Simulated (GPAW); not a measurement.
A run of GPAW 26.7.0 is set up as follows.

run.py

```python
from ase.dft.bandgap import bandgap
from ase.io import read, write
from ase.units import GPa
from gpaw import GPAW, PW

atoms = read('GaAs.cif')

calc = GPAW(mode=PW(500),
            xc='PBE',
            kpts={'size': (7, 7, 7), 'gamma': True},
            occupations={'name': 'fermi-dirac', 'width': 0.01},
            nbands=11,
            convergence={'density': 1e-05, 'energy': 1e-05},
            maxiter=150,
            txt='gpaw.txt')
atoms.calc = calc
energy = atoms.get_potential_energy()
forces = atoms.get_forces()
stress = atoms.get_stress()
calc.write('gs.gpw')
write('result.traj', atoms)
print(f'Energy: {energy:.6f} eV')
print('Forces (eV/A):')
print(forces.round(4))
print('Stress (GPa):', (stress / GPa).round(3))
print('Fermi level:', round(calc.get_fermi_level(), 4), 'eV')
print(f'Gap: {bandgap(calc)[0]:.4f} eV, direct: {bandgap(calc, direct=True)[0]:.4f} eV')
```

GaAs.cif

```cif
data_GaAs
_cell_length_a 3.99776961
_cell_length_b 3.99776961
_cell_length_c 3.99776961
_cell_angle_alpha 60.00000000
_cell_angle_beta 60.00000000
_cell_angle_gamma 60.00000000
_space_group_name_H-M_alt 'P1'
_space_group_name_Hall 'P 1'
_space_group_IT_number 1
loop_
_space_group_symop_operation_xyz
'x,y,z'
loop_
_atom_site_label
_atom_site_type_symbol
_atom_site_symmetry_multiplicity
_atom_site_Wyckoff_symbol
_atom_site_fract_x
_atom_site_fract_y
_atom_site_fract_z
_atom_site_occupancy
As1 As 1 a 0.7500000000 0.7500000000 0.7500000000 1
Ga1 Ga 1 a 0.0000000000 0.0000000000 0.0000000000 1
```

Potentials or basis: GPAW PAW data sets (gpaw-data 1.2.1), pw.

The run is started by

```sh
$ OMP_NUM_THREADS=1 python run.py
```

Question: Predict the band gap on the k mesh.

Answer: 0.59 eV, direct.

Question: What does it give for the pressure?

Answer: 4.3 GPa.

Caveat: the cutoff is short for stress and forces, so pressures can be off by a GPa or more; an odd mesh through Γ misses points on the zone boundary, where band edges often lie.

The gap isn't set beside the measured one, since this odd mesh misses points on the zone boundary.
